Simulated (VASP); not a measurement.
The system is CdSe.

```xyz
2
Lattice="0.0000 3.0703 3.0703 3.0703 0.0000 3.0703 3.0703 3.0703 0.0000" Properties=species:S:1:pos:R:3 pbc="T T T"
Cd    0.0000    0.0000    0.0000
Se    4.6054    4.6054    4.6054
```

Measurements of this composition are mostly on another form, of space group No. 186.

```yaml
Program: VASP 6.6.1
Task: relaxation of cell and atoms
Functional: PBEsol
Potentials_or_basis: VASP PAW PBE potentials, release 64 (Cd, Se)
Cutoff: 600 eV
k_mesh: 8 × 8 × 8
Occupations: gaussian, width 0.03 eV
Spin: no spin polarisation
```

At the start: pressure -1.1 GPa; volume 28.94 Å³/atom.

Question: How do energy, volume and symmetry change on relaxing?

Answer: Over 3 steps the energy falls by 2.5 meV/atom and the volume is 28.27 Å³/atom (-2.3 %); space group F-43m (No. 216, to 0.05 Å).

The path:
| step | energy change (eV) | largest force (eV/Å) | pressure (GPa) | volume (Å³) |
| --- | --- | --- | --- | --- |
| 1 | 0.0000 | 0.0000 | -1.15 | 57.88 |
| 2 | -0.0045 | 0.0000 | 0.33 | 56.16 |
| 3 | -0.0049 | 0.0000 | 0.02 | 56.53 |

Final structure:
```
Cd Se
1.0
     0.00000    3.04621    3.04621
     3.04621    0.00000    3.04621
     3.04621    3.04621    0.00000
Cd Se
1 1
Cartesian
  0.0000 0.0000 0.0000
  4.5693 4.5693 4.5693
```

Caveat: the PAW data sets were made with another functional, which shifts forces and pressure a little.
